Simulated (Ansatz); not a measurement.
**KCl: frozen-core PAW against all-electron methods**

```
K Cl
1.0
     0.00000    3.15610    3.15610
     3.15610    0.00000    3.15610
     3.15610    3.15610    0.00000
K Cl
1 1
Direct
  0.00000 0.00000 0.00000
  0.50000 0.50000 0.50000
```

Atoms are numbered in the order listed.

Structure: COD 9003114, as refined from experiment and not relaxed.

Levels of theory: DFT, LDA, PAW with Ansatz's default frozen-core files, scalar-relativistic (Ansatz 0.2.0); DFT, LDA, all-electron LAPW, scalar-relativistic (Ansatz 0.2.0).

For PAW: a Γ-centred 7×7×7 k mesh, Fermi–Dirac smearing of 0.03 eV, cutoff 420 eV, no spin polarisation; the PAW files were made with PBE, and the program remakes their frozen cores for this functional. LAPW targets a basis error of 1 meV/atom. The Ansatz runs share mesh, smearing and spin set-up. Plane-wave (PAW) pressures include the program's estimate of the Pulay term.

Stress and pressure are positive in compression.

Levels count from the top of the valence band.

PAW results:

```csv
quantity,PAW
pressure (GPa),-2.08
band gap (eV),4.713
highest filled level at U (eV),-0.301
lowest empty level at U (eV),6.915
highest filled level at Γ (eV),0.000
lowest empty level at Γ (eV),4.713
highest filled level at K (eV),-0.301
lowest empty level at K (eV),6.915
```

(1) What does all-electron LAPW give for the same quantities?

Results:

(1) 
| quantity | LAPW |
| --- | --- |
| pressure (GPa) | -2.08 |
| band gap (eV) | 4.714 |
| highest filled level at U (eV) | -0.301 |
| lowest empty level at U (eV) | 6.914 |
| highest filled level at Γ (eV) | 0.000 |
| lowest empty level at Γ (eV) | 4.714 |
| highest filled level at K (eV) | -0.301 |
| lowest empty level at K (eV) | 6.914 |
